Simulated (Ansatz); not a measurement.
Reaction (formal exchange of groups at a C–Si bond): `CC[SiH](Cl)OC` + `C=CCC` → `CC/C=C/CC` + `CO[SiH2]Cl`

Isolated molecules relaxed with PBE0-D4/def2-TZVP in Ansatz; ΔE leaves out vibrations. CCSD(T)/CBS is the MP2 limit (def2-TZVPP, def2-QZVPP) plus CCSD(T) − MP2 in def2-TZVPP, frozen cores. Functionals use def2-TZVPP. B3LYP here is the variant with VWN-RPA as its local correlation; programs differ in this. One conformer a species, not always the lowest.

Q: Is it downhill or uphill in electronic energy at CCSD(T)/CBS, and by how much? (Estimate.)

A: Computed: Uphill: ΔE = +36.1 kJ/mol.

Q: What do these levels give: revPBE-D4, BLYP-D4, r2SCAN-D4, B3LYP-D4, BHLYP-D4, PBE-QIDH, PBE, PBE0, HF/def2-TZVPP, MP2/def2-TZVPP, CCSD/def2-TZVPP, MP2/def2-QZVPP? (An estimate is asked.)

A: Ansatz gave: revPBE-D4 35.8, BLYP-D4 36.7, r2SCAN-D4 37.8, B3LYP-D4 36.7, BHLYP-D4 36.6, PBE-QIDH 34.4, PBE 33.4, PBE0 33.8, HF/def2-TZVPP 29.0, MP2/def2-TZVPP 34.4, CCSD/def2-TZVPP 34.1, MP2/def2-QZVPP 35.1 kJ/mol.

Largest T1 diagnostic among the species: 0.010.

The D4 term adds +4.4 kJ/mol with B3LYP and +2.4 kJ/mol with PBE0; it sums over pairs of atoms, weighted by their polarisabilities, and B3LYP, whose exchange is more repulsive, gets the larger term. At CCSD(T), def2-SVP lies −11.5 kJ/mol from the extrapolated value and def2-TZVPP −1.6 kJ/mol. In def2-TZVPP, CCSD(T) changes the Hartree–Fock value by +5.6 kJ/mol (the triples alone add +0.5 kJ/mol) and MP2 by +5.4 kJ/mol.
